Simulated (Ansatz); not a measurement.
**In: a tetragonal deformation path**

An exercise on one series of results from a longer session: the logs are not shown, and one member is left open.

Computed with Ansatz 0.2.0 (DFT PBEsol, scalar-relativistic, plane waves, PAW, unless a step's input says otherwise).

### The starting structure

The structure is tetragonal, space group I4/mmm (No. 139). Conventional cell: a = 3.252 Å, b = 3.252 Å, c = 4.948 Å, α = 90.00°, β = 90.00°, γ = 90.00°. In (site symmetry 4/mmm) has 12 In at 3.25 to 3.38 Å in its first shell of neighbours.

As a file:

```
In
1.0
    -1.62615    1.62615    2.47395
     1.62615   -1.62615    2.47395
     1.62615    1.62615   -2.47395
In
1
Cartesian
  0.0000 0.0000 0.0000
```

The cell is taken as given, not relaxed at this level.

### Zero of energy

Reference values: F = -5525.4090 eV; pressure -0.98 GPa; largest force 0.000 eV/Å; gap on the mesh none (metal). It was computed beforehand with the settings of the runs below.

The first run:

At fixed volume and fractional coordinates, lengths along (0.000, 0.000, 1.000) are scaled against those across it; ρ is that ratio over its starting value.

Contents of input.yaml:

```yaml
crystal:
  lattice:
    - [-1.7166732042, 1.7166732042, 2.2199176722]
    - [1.7166732042, -1.7166732042, 2.2199176722]
    - [1.7166732042, 1.7166732042, -2.2199176722]
  atoms:
    - { symbol: In, position: [0.0, 0.0, 0.0] }
basis:
  ecutwfc: 420
kpoints:
  mp_grid: { grid: [22, 22, 22] }
hamiltonian:
  xc: pbesol
scf:
  occupations: { method: gaussian, width: 0.15 }
output:
  forces: true
  stress: true
  eigenvalues: true
```

On the command line:

```bash
ansatz run input.yaml --threads 1 --pin off --max-ram 2560MiB --backend cpu --events-out ev --progress --plain --runs-dir out
```

Among the steps run: ρ = 0.850; At ρ = 1.200; Point ρ = 0.920; At ρ = 1.100; Point ρ = 0.960; ρ = 1.050; ρ = 0.800; At ρ = 1.300.

One table of the session follows, with a row left open; its other results are not shown here.

The scan, with free energies counted from the undisturbed cell:

| ρ | ΔE (meV/atom) | pressure (GPa) |
| --- | --- | --- |
| 0.800 | 6.1 | -1.0 |
| 0.850 | 1.5 | -1.0 |
| 0.920 | 1.5 | -1.0 |
| 0.960 | 0.7 | -1.0 |
| 1.000 | 0.0 | -1.0 |
| 1.050 | 1.3 | -1.0 |
| 1.100 | 5.4 | -0.9 |
| 1.200 | ? | ? |
| 1.300 | 62.9 | 0.5 |

**Question.** Estimate the row for ρ = 1.200.

Worked estimate for «ΔE (meV/atom)». A straight line through the neighbours (1.100, 5.4) and (1.300, 62.9) gives 5.4 + (62.9 − 5.4) × (1.200 − 1.100) / (1.300 − 1.100) = 34.1; a parabola fitted to 3 rows on both sides gives 25.9.

As computed: ΔE (meV/atom): 25.3; pressure (GPa): -0.4. In «ΔE (meV/atom)» the line misses by +8.8 and the parabola by +0.6.
